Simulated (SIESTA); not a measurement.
Set up this calculation in SIESTA 5.4.2, as the native input.

* Task: band structure
* Functional: PBE
* Potentials or basis: PseudoDojo 0.4 standard (PBE files)
* Basis: DZP (energy shift 0.003 Ry; two zetas on semicore shells)
* Grid cutoff: 500 Ry
* Energy shift: 0.003 Ry
* k mesh: 6 × 6 × 4
* Occupations: fermi-dirac, width 0.05 eV
* Spin: no spin polarisation

The system is Bi.

```xyz
4
Lattice="4.6584 0.0000 0.0000 0.0000 4.5264 0.0000 -0.3460 0.0000 6.5119" Properties=species:S:1:pos:R:3 pbc="T T T"
Bi    0.9120    1.1316    4.8757
Bi    3.4005    3.3948    1.6362
Bi    1.0780    1.1316    1.6207
Bi    3.2345    3.3948    4.8913
```

The input as run:

Bi.fdf

```
SystemName                      Bi
SystemLabel                     Bi
NumberOfSpecies                 1
NumberOfAtoms                   4
%block ChemicalSpeciesLabel
  1  83 Bi
%endblock ChemicalSpeciesLabel

LatticeConstant                 1.0 Ang
%block LatticeVectors
     4.6584121839     0.0000000000     0.0000000000
     0.0000000000     4.5263885800     0.0000000000
    -0.3459734563     0.0000000000     6.5119480672
%endblock LatticeVectors
AtomicCoordinatesFormat         Fractional
%block AtomicCoordinatesAndAtomicSpecies
     0.2513749200     0.2500000000     0.7487333800  1  Bi
     0.7486250800     0.7500000000     0.2512666200  1  Bi
     0.2498876900     0.2500000000     0.2488803300  1  Bi
     0.7501123100     0.7500000000     0.7511196700  1  Bi
%endblock AtomicCoordinatesAndAtomicSpecies

%block kgrid.MonkhorstPack
    6   0   0  0.0
    0   6   0  0.0
    0   0   4  0.0
%endblock kgrid.MonkhorstPack
XC.Functional                   GGA
XC.Authors                      PBE
PAO.BasisSize                   DZP
PAO.EnergyShift                 0.003 Ry
Mesh.Cutoff                     500 Ry
OccupationFunction              FD
ElectronicTemperature           0.05 eV
MaxSCFIterations                120
SCF.MustConverge                false
SCF.Mixer.Method                Pulay
SCF.Mixer.Weight                0.25
SCF.Mixer.History               8
SCF.DM.Tolerance                5.0e-05
SCF.H.Tolerance                 1.0e-03 eV
WriteForces                     true
Charge.Mulliken                 end
BandLinesScale                  ReciprocalLatticeVectors
%block BandLines
    1    0.000000   0.000000   0.000000  \Gamma
    7    0.000000   0.000000   0.500000  Y
   10   -0.482408   0.000000   0.535828  H
    2   -0.500000   0.000000   0.500000  C
   11   -0.500000   0.500000   0.500000  E
    2   -0.517592   0.500000   0.464172  M1
    7   -0.500000   0.500000   0.000000  A
   11   -0.500000   0.000000   0.000000  X
    7   -0.517592   0.000000   0.464172  H1
    1   -0.482408   0.500000   0.535828  M
   10    0.000000   0.500000   0.500000  D
    7    0.000000   0.500000   0.000000  Z
    1    0.000000   0.000000   0.500000  Y
   11    0.000000   0.500000   0.500000  D
%endblock BandLines
%block PAO.Basis
  Bi 4
  n=6 0 2
    5.784 0.000
  n=6 1 2
    8.130 0.000
  n=5 2 2
    3.882 0.000
  n=6 2 1
    8.130
%endblock PAO.Basis
```

Potentials or basis: PseudoDojo 0.4 standard (PBE files), DZP (energy shift 0.003 Ry; two zetas on semicore shells).

The run is started by

```bash
$ siesta < Bi.fdf > Bi.out 2>&1
```

It gave:

```
Pressure               : 1.4 GPa
Largest force          : 0.007 eV/Å
Band gap on the k mesh : none (metal or under the smearing width)
```

Caveat: spin-orbit coupling is left out, which moves the levels of the heavy elements; the basis of atomic orbitals isn't converged, which shifts pressures, moduli and gaps.

It took 56 s on 1 thread of Arm Neoverse V1, with other jobs on the host, peak memory 0.36 GiB.
